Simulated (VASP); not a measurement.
# Ba (Fm-3m) in VASP: further runs

The runs below take Ba through single point, with PBEsol.

Program: VASP 6.6.1. These are calculated values, not measurements. Logs are shortened: lines on timing, memory, paths and dates and some standing lists are left out, and cuts for length are marked.

## (1) Starting point

Symmetry: Fm-3m, No. 225, cubic system. Conventional cell: a = 6.162 Å, b = 6.162 Å, c = 6.162 Å, α = 90.00°, β = 90.00°, γ = 90.00°. Ba (site symmetry m-3m) is surrounded by 12 Ba at 4.36 Å.

This isn't the form of Ba at room conditions, which is bcc.

## (2) Single point, PBEsol

INCAR reads:

```
SYSTEM = Ba
  PREC = Accurate
  ENCUT = 520
  EDIFF = 1E-7
  ISMEAR = -1
  SIGMA = 0.1
  LREAL = .FALSE.
  LASPH = .TRUE.
  NELM = 60
  ALGO = Fast
  ISIF = 2
  LWAVE = .FALSE.
  LCHARG = .TRUE.
  GGA = PS
  LELF = .TRUE.
  LVHAR = .TRUE.
  NBANDS = 11
```

KPOINTS reads:

```
Automatic mesh
0
G
  15 15 15
  0 0 0
```

POSCAR reads:

```
Ba
1.0
    0.0000000000      3.0811059987      3.0811059987
    3.0811059987      0.0000000000      3.0811059987
    3.0811059987      3.0811059987      0.0000000000
Ba
1
Direct
    0.0000000000      0.0000000000      0.0000000000
```

Potentials or basis: VASP PAW PBE potentials, release 64 (Ba_sv).

Launch:

```sh
$ cat potpaw_PBE.64/Ba_sv/POTCAR > POTCAR
$ mpirun -np 1 vasp_std > vasp.out
```

OUTCAR:

```text
SYSTEM = Ba
   PREC = Accurate
   ENCUT = 520
   EDIFF = 1E-7
   ISMEAR = -1
   LREAL = .FALSE.
   LASPH = .TRUE.
   NELM = 60
   ISIF = 2
   GGA = PS

 ion  position               nearest neighbor table
   1  0.000  0.000  0.000-

  LATTYP: Found a face centered cubic cell.
 ALAT       =     6.1622119974

  Lattice vectors:

 A1 = (   0.0000000000,   3.0811059987,   3.0811059987)
 A2 = (   3.0811059987,   0.0000000000,   3.0811059987)
 A3 = (   3.0811059987,   3.0811059987,   0.0000000000)

Analysis of symmetry for initial positions (statically):
=====================================================================
 Subroutine PRICEL returns:
 Original cell was already a primitive cell.

 Routine SETGRP: Setting up the symmetry group for a
 face centered cubic supercell.

 Subroutine GETGRP returns: Found 48 space group operations
 (whereof 48 operations were pure point group operations)
 out of a pool of 48 trial point group operations.

The static configuration has the point symmetry O_h .

Analysis of symmetry for dynamics (positions and initial velocities):
=====================================================================
 Subroutine PRICEL returns:
 Original cell was already a primitive cell.

 Routine SETGRP: Setting up the symmetry group for a
 face centered cubic supercell.

 Subroutine GETGRP returns: Found 48 space group operations
 (whereof 48 operations were pure point group operations)
 out of a pool of 48 trial point group operations.

The dynamic configuration has the point symmetry O_h .

 Subroutine INISYM returns: Found 48 space group operations
 (whereof 48 operations are pure point group operations),
 and found     1 'primitive' translations

----------------------------------------------------------------------------------------

                                     Primitive cell

  volume of cell :      58.4992

  direct lattice vectors                    reciprocal lattice vectors
     0.000000000  3.081105999  3.081105999    -0.162279389  0.162279389  0.162279389
     3.081105999  0.000000000  3.081105999     0.162279389 -0.162279389  0.162279389
     3.081105999  3.081105999  0.000000000     0.162279389  0.162279389 -0.162279389

  length of vectors
     4.357341890  4.357341890  4.357341890     0.281076147  0.281076147  0.281076147

  position of ions in fractional coordinates (direct lattice)
     0.000000000  0.000000000  0.000000000

  ion indices of the primitive-cell ions
   primitive index   ion index
                 1           1

----------------------------------------------------------------------------------------

 KPOINTS: Automatic mesh

Automatic generation of k-mesh.
 Grid dimensions read from file:
 generate k-points for:   15   15   15

 Generating k-lattice:

  Cartesian coordinates                     Fractional coordinates (reciprocal lattice)
    -0.010818626  0.010818626  0.010818626     0.066666667  0.000000000  0.000000000
     0.010818626 -0.010818626  0.010818626     0.000000000  0.066666667  0.000000000
     0.010818626  0.010818626 -0.010818626     0.000000000  0.000000000  0.066666667

  Length of vectors
     0.018738410  0.018738410  0.018738410

  Shift w.r.t. Gamma in fractional coordinates (k-lattice)
     0.000000000  0.000000000  0.000000000

 Subroutine IBZKPT returns following result:
 ===========================================

 Found    120 irreducible k-points:

 Following reciprocal coordinates:
            Coordinates               Weight
  0.000000  0.000000  0.000000      1.000000
  0.066667  0.000000  0.000000      8.000000
  0.133333  0.000000  0.000000      8.000000
  0.200000  0.000000  0.000000      8.000000
  0.266667  0.000000  0.000000      8.000000
  0.333333  0.000000  0.000000      8.000000
[... 16 lines left out ...]
  0.133333  0.133333  0.000000      6.000000
  0.200000  0.133333  0.000000     24.000000
 [... further k-points ...]
   k-points           NKPTS =    120   k-points in BZ     NKDIM =    120   number of bands    NBANDS=     11
   number of dos      NEDOS =    301   number of ions     NIONS =      1
   total plane-waves  NPLWV =  32768
   dimension x,y,z NGX =    32 NGY =   32 NGZ =   32
   dimension x,y,z NGXF=    64 NGYF=   64 NGZF=   64
   ions per type =               1
   NGX,Y,Z   is equivalent  to a cutoff of  12.21, 12.21, 12.21 a.u.
   NGXF,Y,Z  is equivalent  to a cutoff of  24.42, 24.42, 24.42 a.u.
 SYSTEM =  Ba
   PREC   = accura    normal or accurate (medium, high low for compatibility)
   ISTART =      0    job   : 0-new  1-cont  2-samecut
   ICHARG =      2    charge: 1-file 2-atom 10-const
   ISPIN  =      1    spin polarized calculation?
   LNONCOLLINEAR =      F non collinear calculations
   LSORBIT =      F    spin-orbit coupling
   LASPH  =      T    aspherical Exc in radial PAW
   ENCUT  =  520.0 eV  38.22 Ry    6.18 a.u.   8.10  8.10  8.10*2*pi/ulx,y,z
   NELM   =     60;   NELMIN=  2; NELMDL= -5     # of ELM steps
   EDIFF  = 0.1E-06   stopping-criterion for ELM
   LREAL  =      F    real-space projection
   EDIFFG = 0.1E-05   stopping-criterion for IOM
   NSW    =      0    number of steps for IOM
   IBRION =     -1    ionic relax: 0-MD 1-quasi-New 2-CG
   NFREE  =      0    steps in history (QN), initial steepest desc. (CG)
   ISIF   =      2    stress and relaxation
   ISYM   =      2    0-nonsym 1-usesym 2-fastsym
   POTIM  = 0.5000    time-step for ionic-motion
   TEBEG  =    0.0;   TEEND  =   0.0 temperature during run
   PSTRESS=    0.0 pullay stress
   NELECT =      10.0000    total number of electrons
   NUPDOWN=      -1.0000    fix difference up-down
   EMIN   =  10.00;   EMAX   =-10.00  energy-range for DOS
   EFERMI =   0.00;   METHOD = LEGACY
   ISMEAR =    -1;   SIGMA  =   0.10  broadening in eV -4-tet -1-fermi 0-gaus
   EFERMI_NEDOS =   21; number of points for ismear=-14 and -15
   IALGO  =     68    algorithm
   IMIX   =      4    mixing-type and parameters
     AMIX     =   0.40;   BMIX     =  1.00
     AMIX_MAG =   1.60;   BMIX_MAG =  1.00
  volume/ion in A,a.u.               =      58.50       394.77
  Fermi-wavevector in a.u.,A,eV,Ry     =   0.908570  1.716948 11.231591  0.825499
  Thomas-Fermi vector in A             =   2.032511
   LORBIT       =      0    0 simple, 1 ext, 2 COOP (PROOUT), +10 PAW based schemes
   GGA     = PS    functional components
   LHFCALC =     F    Hartree Fock is set to
   AEXX    =    0.0000 exact exchange contribution
   IVDW    =     0    specifies the selected vdW correction
   LEPSILON=     F    determine dielectric tensor
   LRPA    =     F    only Hartree local field effects (RPA)
 non-spin polarized calculation
 RMM-DIIS sequential band-by-band and
  energy-cutoff  :      520.00
  volume of cell :       58.50
 maximum number of plane-waves:      1596
   NGX = 17   NGY = 17   NGZ = 17

 number of electron      10.0000000 magnetization

 Free energy of the ion-electron system (eV)
  ---------------------------------------------------
  ext. energy  EPLUGINS =         0.00000000
  ---------------------------------------------------
  free energy    TOTEN  =        -2.15839228 eV

  energy without entropy =       -2.10407287  energy(sigma->0) =       -2.13123257

 E-fermi :   1.8148     XC(G=0):  -7.7489

 val. band max:        1.8082993220   @ k =  -0.4667   0.4000   0.0667
 cond. band min:       1.8276707253   @ k =   0.4000   0.3333   0.0000
 fundamental gap:      0.0193714033
 Fermi energy:         1.8148032030

 k-point     1 :       0.0000    0.0000    0.0000
  band No.  band energies     occupation
      1     -26.9211      2.00000
      2     -11.8105      2.00000
      3     -11.8105      2.00000
      4     -11.8105      2.00000
      5      -1.0193      2.00000
      6       3.6605      0.00000
      7       3.6605      0.00000
      8       3.6605      0.00000
      9       5.3795      0.00000
     10       5.3795      0.00000
     11       7.9889      0.00000

 k-point     2 :       0.0667    0.0000    0.0000
  band No.  band energies     occupation
      1     -26.9187      2.00000
      2     -11.8384      2.00000
      3     -11.8139      2.00000
      4     -11.8139      2.00000
      5      -0.9321      2.00000
      6       3.5516      0.00000
      7       3.7032      0.00000
      8       3.7032      0.00000
      9       5.3167      0.00000
     10       5.3167      0.00000
     11       8.2038      0.00000

 k-point     3 :       0.1333    0.0000    0.0000
  band No.  band energies     occupation
      1     -26.9119      2.00000
      2     -11.9158      2.00000
      3     -11.8234      2.00000
      4     -11.8234      2.00000
      5      -0.6831      2.00000
      6       3.2942      0.00000
      7       3.8053      0.00000
      8       3.8053      0.00000
      9       5.1923      0.00000
     10       5.1923      0.00000
     11       8.6736      0.00000

 k-point     4 :       0.2000    0.0000    0.0000
  band No.  band energies     occupation
      1     -26.9018      2.00000
      2     -12.0267      2.00000
      3     -11.8374      2.00000
      4     -11.8374      2.00000
      5      -0.3117      2.00000
      6       3.0155      0.00001
      7       3.8775      0.00000
      8       3.8775      0.00000
      9       5.1679      0.00000
     10       5.1679      0.00000
     11       8.5236      0.00000

 k-point     5 :       0.2667    0.0000    0.0000
  band No.  band energies     occupation
      1     -26.8902      2.00000
      2     -12.1497      2.00000
      3     -11.8533      2.00000
      4     -11.8533      2.00000
      5       0.1114      2.00000
      6       2.8214      0.00009
      7       3.8271      0.00000
      8       3.8271      0.00000
      9       5.3851      0.00000
     10       5.3851      0.00000
     11       8.1009      0.00000
[... 211 lines left out ...]
 k-point    21 :      -0.1333    0.0667    0.0000
  band No.  band energies     occupation
      1     -26.9070      2.00000
      2     -11.9604      2.00000
      3     -11.8487      2.00000
      4     -11.8227      2.00000
      5      -0.4985      2.00000
      6       3.1325      0.00000
      7       3.8396      0.00000
      8       3.8968      0.00000
      9       4.8960      0.00000
     10       5.3743      0.00000
     11       8.9419      0.00000

 k-point    22 :      -0.0667    0.0667    0.0000
  band No.  band energies     occupation
      1     -26.9149      2.00000
      2     -11.8769      2.00000
      3     -11.8295      2.00000
      4     -11.8149      2.00000
      5      -0.7907      2.00000
      6       3.3897      0.00000
      7       3.7690      0.00000
      8       3.7736      0.00000
      9       5.1061      0.00000
     10       5.3557      0.00000
     11       8.5293      0.00000

 k-point    23 :       0.1333    0.1333    0.0000
  band No.  band energies     occupation
      1     -26.9089      2.00000
      2     -11.9132      2.00000
      3     -11.8462      2.00000
      4     -11.8462      2.00000
      5      -0.5709      2.00000
      6       3.1116      0.00000
      7       3.9377      0.00000
      8       3.9377      0.00000
      9       4.6184      0.00000
     10       5.5562      0.00000
     11       9.0391      0.00000

 k-point    24 :       0.2000    0.1333    0.0000
  band No.  band energies     occupation
      1     -26.9013      2.00000
      2     -11.9854      2.00000
      3     -11.8642      2.00000
      4     -11.8594      2.00000
      5      -0.2918      2.00000
      6       2.8809      0.00005
      7       3.9796      0.00000
      8       4.0751      0.00000
      9       4.4476      0.00000
     10       5.6331      0.00000
     11       9.5023      0.00000

 [... further k-points ...]

------------------------ aborting loop because EDIFF is reached ----------------------------------------

  FORCE on cell =-STRESS in cart. coord.  units (eV):
  Direction    XX          YY          ZZ          XY          YZ          ZX
  --------------------------------------------------------------------------------------
  -------------------------------------------------------------------------------------
  Total        0.0302625      0.0302625      0.0302625     -0.0000000      0.0000000      0.0000000
  in kB        0.8288292      0.8288292      0.8288292     -0.0000000      0.0000000      0.0000000
  external PRESSURE =       0.8288292 kB  Pullay stress =       0.0000000 kB

 VOLUME and BASIS-vectors are now :
 -----------------------------------------------------------------------------
  energy-cutoff  :      520.00
  volume of cell :       58.50
      direct lattice vectors                 reciprocal lattice vectors
     0.000000000  3.081105999  3.081105999    -0.162279389  0.162279389  0.162279389
     3.081105999  0.000000000  3.081105999     0.162279389 -0.162279389  0.162279389
     3.081105999  3.081105999  0.000000000     0.162279389  0.162279389 -0.162279389

 POSITION                                       TOTAL-FORCE (eV/Angst)
 -----------------------------------------------------------------------------------
      0.00000      0.00000      0.00000         0.000000      0.000000     -0.000000
 -----------------------------------------------------------------------------------
    total drift:                                0.000000      0.000000     -0.000000

  FREE ENERGIE OF THE ION-ELECTRON SYSTEM (eV)
  ---------------------------------------------------
  free  energy   TOTEN  =        -2.1583922821 eV

  energy  without entropy=       -2.1040728653  energy(sigma->0) =       -2.13123257
```

Wall time 82 s (1 thread of AMD EPYC 7R43 (Zen 3), shared host); peak memory 0.19 GiB.

What came out:

| Item | Value |
| --- | --- |
| Free energy | -2.1584 eV |
| Pressure | 0.1 GPa |
| Band gap on the k mesh | none (metal or under the smearing width) |

Levels at points of the mesh, in eV from the Fermi level:
```
           k point  band 3  band 4  band 5  band 6  band 7  band 8
(0.00, 0.00, 0.00)  -13.63  -13.63   -2.83    1.85    1.85    1.85
```

Caveat: the PAW data sets were made with another functional, which shifts forces and pressure a little. Spin-orbit coupling is left out, which matters for the levels of Ba.

## (3) Single point, PBEsol

This run uses another cell than the first one, of 53.82 Å³/atom, 0.920 times its volume.

INCAR reads:

```
PREC     = Accurate       # precision mode
ENCUT    = 520            # plane-wave cutoff, eV
EDIFF    = 1E-7           # SCF threshold, eV
ISMEAR   = -1             # smearing method
SIGMA    = 0.1            # smearing width, eV
LREAL    = F              # projectors in reciprocal space
LASPH    = T              # aspherical terms in the spheres
NELM     = 60             # most SCF steps
ALGO     = Fast           # electronic algorithm
ISIF     = 2              # what is computed and relaxed
LWAVE    = F              # write WAVECAR
LCHARG   = F              # write CHGCAR
GGA      = PS             # functional
NBANDS   = 11             # bands
```

KPOINTS reads:

```
Automatic mesh
0
Gamma
  10 10 10
```

POSCAR reads:

```
Ba
1.0
    0.0000000000      2.9966492667      2.9966492667
    2.9966492667      0.0000000000      2.9966492667
    2.9966492667      2.9966492667      0.0000000000
Ba
1
Direct
    0.0000000000      0.0000000000      0.0000000000
```

Potentials or basis: VASP PAW PBE potentials, release 64 (Ba_sv).

Launch:

```sh
$ cat potpaw_PBE.64/Ba_sv/POTCAR > POTCAR
$ mpirun -np 1 vasp_std > vasp.out
```

OUTCAR:

```text
PREC = Accurate
   ENCUT = 520
   EDIFF = 1E-7
   ISMEAR = -1
   LREAL = F
   LASPH = T
   NELM = 60
   ISIF = 2
   GGA = PS

 ion  position               nearest neighbor table
   1  0.000  0.000  0.000-

  LATTYP: Found a face centered cubic cell.
 ALAT       =     5.9932985334

  Lattice vectors:

 A1 = (   0.0000000000,   2.9966492667,   2.9966492667)
 A2 = (   2.9966492667,   0.0000000000,   2.9966492667)
 A3 = (   2.9966492667,   2.9966492667,   0.0000000000)

[... 514 lines left out ...]
     11      10.1764      0.00000

 [... further k-points ...]

------------------------ aborting loop because EDIFF is reached ----------------------------------------

  FORCE on cell =-STRESS in cart. coord.  units (eV):
  Direction    XX          YY          ZZ          XY          YZ          ZX
  --------------------------------------------------------------------------------------
  -------------------------------------------------------------------------------------
  Total        0.2926782      0.2926782      0.2926782     -0.0000000      0.0000000     -0.0000000
  in kB        8.7129099      8.7129099      8.7129099     -0.0000000      0.0000000     -0.0000000
  external PRESSURE =       8.7129099 kB  Pullay stress =       0.0000000 kB

 VOLUME and BASIS-vectors are now :
 -----------------------------------------------------------------------------
  energy-cutoff  :      520.00
  volume of cell :       53.82
      direct lattice vectors                 reciprocal lattice vectors
     0.000000000  2.996649267  2.996649267    -0.166853027  0.166853027  0.166853027
     2.996649267  0.000000000  2.996649267     0.166853027 -0.166853027  0.166853027
     2.996649267  2.996649267  0.000000000     0.166853027  0.166853027 -0.166853027

 POSITION                                       TOTAL-FORCE (eV/Angst)
 -----------------------------------------------------------------------------------
      0.00000      0.00000      0.00000         0.000000      0.000000      0.000000
 -----------------------------------------------------------------------------------
    total drift:                                0.000000      0.000000     -0.000000

  FREE ENERGIE OF THE ION-ELECTRON SYSTEM (eV)
  ---------------------------------------------------
  free  energy   TOTEN  =        -2.1443608297 eV

  energy  without entropy=       -2.0911404311  energy(sigma->0) =       -2.11775063
```

Wall time 40 s (1 thread of AMD EPYC 7R43 (Zen 3), shared host); peak memory 0.15 GiB.

What came out:

* Free energy: -2.1444 eV
* Pressure: 0.9 GPa
* Band gap on the k mesh: none (metal or under the smearing width)

Levels at points of the mesh, in eV from the Fermi level:
| k point | band 3 | band 4 | band 5 | band 6 | band 7 | band 8 |
| --- | --- | --- | --- | --- | --- | --- |
| (0.00, 0.00, 0.00) | -13.43 | -13.43 | -2.85 | 1.93 | 1.93 | 1.93 |
| (0.50, 0.00, 0.00) | -13.52 | -13.52 | -1.04 | 1.60 | 1.75 | 1.75 |
| (0.50, 0.50, 0.00) | -13.70 | -13.70 | -1.02 | -0.35 | 2.78 | 5.33 |

Caveat: the PAW data sets were made with another functional, which shifts forces and pressure a little.

[end of part 1 of 2]
